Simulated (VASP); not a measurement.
Input of a VASP 6.6.1 run:

File INCAR:

```
SYSTEM = Mo
  PREC = Accurate
  ENCUT = 520
  EDIFF = 1E-7
  ISMEAR = 0
  SIGMA = 0.05
  LREAL = .FALSE.
  LASPH = .TRUE.
  NELM = 80
  ALGO = Normal
  ISIF = 2
  LWAVE = .FALSE.
  LCHARG = .FALSE.
  GGA = PS
  NBANDS = 13
```

File KPOINTS:

```
Automatic mesh
0
G
  11 11 11
  0 0 0
```

Contents of POSCAR:

```
Mo
1.0
    0.0000000000      2.0150000000      2.0150000000
    2.0150000000      0.0000000000      2.0150000000
    2.0150000000      2.0150000000      0.0000000000
Mo
1
Cartesian
    0.0000000000      0.0000000000      0.0000000000
```

Potentials or basis: VASP PAW PBE potentials, release 54 (Mo_sv).

Run with:

```console
$ cat potpaw_PBE.54/Mo_sv/POTCAR > POTCAR
$ mpirun -np 1 vasp_std > vasp.out
```

Problem. Estimate the band gap on the k mesh.

Solution. None (metal or under the smearing width).

Problem. Predict the pressure.

Solution. -11.2 GPa.

Caveat: the PAW data sets were made with another functional, which shifts forces and pressure a little.
